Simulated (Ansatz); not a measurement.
## What spin–orbit coupling does to the bands of AgCl

```xyz
2
Lattice="0.0000 2.8052 2.8052 2.8052 0.0000 2.8052 2.8052 2.8052 0.0000" Properties=species:S:1:pos:R:3 pbc="T T T"
Ag    0.0000    0.0000    0.0000
Cl    2.8052    2.8052    2.8052
```

Atom numbers follow the list: Ag1, Cl2.

The cell was built from the rocksalt type and relaxed in the same program, and has space group Fm-3m; it needn't be a known or the stable phase.

All numbers are computed: DFT, PBE, all-electron LAPW, scalar-relativistic (Ansatz 0.2.0); DFT, PBE, all-electron LAPW, Dirac equation with spin-orbit coupling (Ansatz 0.2.0).

The runs use a Γ-centred 12×12×12 k mesh, Fermi–Dirac smearing of 0.08 eV, basis error target 0.5 meV/atom, no spin polarisation.

Levels between -8 and 5 eV, each run counted from its own valence-band top. Scalar levels are listed once for both spins; with the coupling every spinor state is counted. Levels near the edges of the range can cross them.

(1) At Γ (0.000, 0.000, 0.000) the scalar-relativistic levels are -2.31 (×3), -2.27 (×2), -2.18 (×3), 0.92. What are they with spin–orbit coupling?

(2) At K (0.375, 0.375, 0.750) the scalar-relativistic levels are -3.97, -3.93, -3.57, -2.19, -1.92, -1.75, -1.58, -0.98, 3.62. What are they with spin–orbit coupling?

(3) At L (0.500, 0.500, 0.500) the scalar-relativistic levels are -4.95, -3.93 (×2), -1.97 (×2), -1.68, 0.00 (×2), 4.33. What are they with spin–orbit coupling?

(4) Without the coupling the gap is 0.92 eV, indirect from L (0.5, 0.5, 0.5) to Γ. And with it?

Answers

(1) -2.66 (×4), -2.32 (×2), -2.17 (×4), -2.14 (×2), -2.11 (×4), 0.88 (×2).

(2) -4.02 (×2), -3.97 (×2), -3.63 (×2), -2.30 (×2), -2.12 (×2), -1.70 (×2), -1.50 (×2), -0.98 (×2), 3.57 (×2).

(3) -5.00 (×2), -4.01 (×2), -3.97 (×2), -2.11 (×2), -2.05 (×2), -1.61 (×2), -0.04 (×2), 0.00 (×2), 4.28 (×2).

(4) 0.88 eV, indirect from L (0.5, 0.5, 0.5) to Γ.
